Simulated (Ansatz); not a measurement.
## Response of Ga to small distortions

```
Ga
1.0
    -1.40400    1.40400    2.22900
     1.40400   -1.40400    2.22900
     1.40400    1.40400   -2.22900
Ga
1
Cartesian
  0.0000 0.0000 0.0000
```

The cell is COD entry 9012723, as deposited and not checked against the literature; nothing was relaxed.

The calculation used DFT, PBE, all-electron LAPW, scalar-relativistic (Ansatz 0.2.0).

Settings: a Γ-centred 16×16×16 k mesh, Fermi–Dirac smearing of 0.03 eV, basis error target 1 meV/atom, no spin polarisation.

The unchanged cell is at 4.50 GPa, so energy changes include a term −P ΔV where the volume moves.

In a metal, stresses and small energies carry noise from the k mesh.

x, y and z are the Cartesian axes of the cell as listed; fractional coordinates follow a strain, and an engineering shear is twice the off-diagonal strain component.

Question: With this change (x and y strained by +1 %, z held), what becomes of the energy and stress?

Answer: Energy change -9 meV/atom; stress change (xx, yy, zz, yz, xz, xy) -1.79, -1.79, -0.68, 0.00, 0.00, 0.00 GPa, compression positive.

With z strained by -1.5 % at fixed volume: energy change under 1 meV/atom; stress change (xx, yy, zz, yz, xz, xy) -0.65, -0.65, 0.58, 0.00, 0.00, 0.00 GPa, compression positive.
